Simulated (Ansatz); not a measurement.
Reaction (ligand exchange at a B–O bond): `BOC(C)=O` + `CN[SiH2]Cl` → `BN(C)[SiH2]Cl` + acetic acid

Gas-phase electronic energies from Ansatz, PBE0-D4/def2-TZVP geometries. CBS: MP2 limit from def2 TZ/QZ plus the TZ coupled-cluster correction, frozen cores. DFT in def2-TZVPP. One conformer a species, not always the lowest.

CCSD(T)/CBS gives -0.32 eV.

Q: Another level gave -0.25 eV. Which?
A. r2SCAN/def2-TZVPP
B. PBE-D4/def2-TZVPP
C. HF/def2-TZVPP
D. BLYP/def2-TZVPP

A: D. BLYP -0.25, r2SCAN -0.33, PBE-D4 -0.38, HF/def2-TZVPP -0.14 eV.

Largest T1 diagnostic among the species: 0.015.

In def2-TZVPP, CCSD(T) changes the Hartree–Fock value by −0.19 eV (the triples alone add −0.03 eV) and MP2 by −0.23 eV. Leaving LDA and LC-ωPBE aside and taking each functional with its dispersion term where it has one, the values, not all of them listed here, spread over 0.11 eV, from revPBE-D4 to BHLYP-D4. LDA lies −0.09 eV from PBE without D4.

CCSD(T)/CBS has its own doubt, a few kJ/mol and more with outer-core shells, so smaller differences from it don't rank the levels.
